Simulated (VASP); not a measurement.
**Te: single point with PBEsol**

Te:

```
Te
1.0
     4.31182    0.00000    0.00000
    -2.15591    3.73414    0.00000
     0.00000    0.00000    5.96633
Te
3
Direct
  0.28469 0.00000 0.33333
  0.00000 0.28469 0.66667
  0.71531 0.71531 0.00000
```

| Item | Value |
| --- | --- |
| Program | VASP 6.6.1 |
| Task | single point |
| Functional | PBEsol |
| Potentials or basis | VASP PAW PBE potentials, release 64 (Te) |
| Cutoff | 520 eV |
| k mesh | 9 × 9 × 6 |
| Occupations | gaussian, width 0.5 eV |
| Spin | no spin polarisation |
| Further INCAR settings | ALGO = Normal; EDIFF = 1e-07 |

* Pressure: 0.1 GPa
* Largest force: 0.087 eV/Å
* Band gap on the k mesh: none (metal or under the smearing width)

Forces in eV/Å, atoms in the order of the input:
```
Te   0.087  0.000  0.000
Te  -0.043  0.075  0.000
Te  -0.044 -0.075  0.000
```

Stress tensor (GPa, compression positive):
```
 0.14  0.00  0.00
 0.00  0.14  0.00
 0.00  0.00 -0.02
```

Levels at points of the mesh, in eV from the Fermi level:
| k point | band 7 | band 8 | band 9 | band 10 | band 11 | band 12 |
| --- | --- | --- | --- | --- | --- | --- |
| (0.00, 0.00, 0.00) | -1.80 | -1.80 | -1.15 | 0.98 | 0.98 | 1.67 |
| (0.00, 0.00, 0.50) | -1.28 | -0.86 | -0.86 | 0.23 | 0.30 | 0.30 |

Wall time 52 s on 1 thread of Intel(R) Xeon(R) 6975P-C (Granite Rapids) (shared host), peak memory 0.3 GiB.

Caveat: the PAW data sets were made with another functional, which shifts forces and pressure a little. Spin-orbit coupling is left out, which matters for the levels of Te.
